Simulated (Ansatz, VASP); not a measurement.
# One calculation of MnO, two programs

```xyz
2
Lattice="0.0000 2.2239 2.2239 2.2239 0.0000 2.2239 2.2239 2.2239 0.0000" Properties=species:S:1:pos:R:3 pbc="T T T"
Mn    0.0000    0.0000    0.0000
O     2.2239    2.2239    2.2239
```

The cell is a database's computed one.

Alike in both runs: functional revPBE; k mesh 6 × 6 × 6; occupations fermi-dirac, width 0.05 eV; collinear spin.

```csv
,VASP,Ansatz
version,VASP 6.6.1,Ansatz 0.2.0
potentials or method,"VASP PAW PBE potentials, release 64 (Mn_pv, O)",Ansatz PAW
plane-wave cutoff (eV),520,420
valence electrons in the cell,19,21
task,single point,band structure
```

```tsv
	VASP	Ansatz	Ansatz less VASP
gap on the k mesh at the Fermi level (eV)	none	none	-
pressure (GPa)	3.1	3.0	-0.20
net moment per atom (μB)	2.38	2.38	0.000
size of the moment on the site where the two differ most (μB)	4.33	4.05	-0.283
```

Site moments also hang on the region over which each program counts them. A gap of «none» marks a metal or a gap that the smearing closes. The two sets of potentials don't hold the same shells in valence.

Caveats: the k mesh is coarse (spacing up to 0.41 Å⁻¹), so the values aren't converged; a cell with one magnetic atom can't hold antiferromagnetic order, which such compounds often take; semilocal functionals often make such compounds metallic where correlation or magnetic order opens a gap, which also shifts bond lengths; the PAW data sets were made with another functional, which shifts forces and pressure a little (VASP); the pressure holds a Pulay correction of +0.6 GPa for the finite cutoff (Ansatz); the PAW data sets come from PBE, with cores solved anew for the run's functional, which leaves a small shift of forces and pressure (Ansatz).
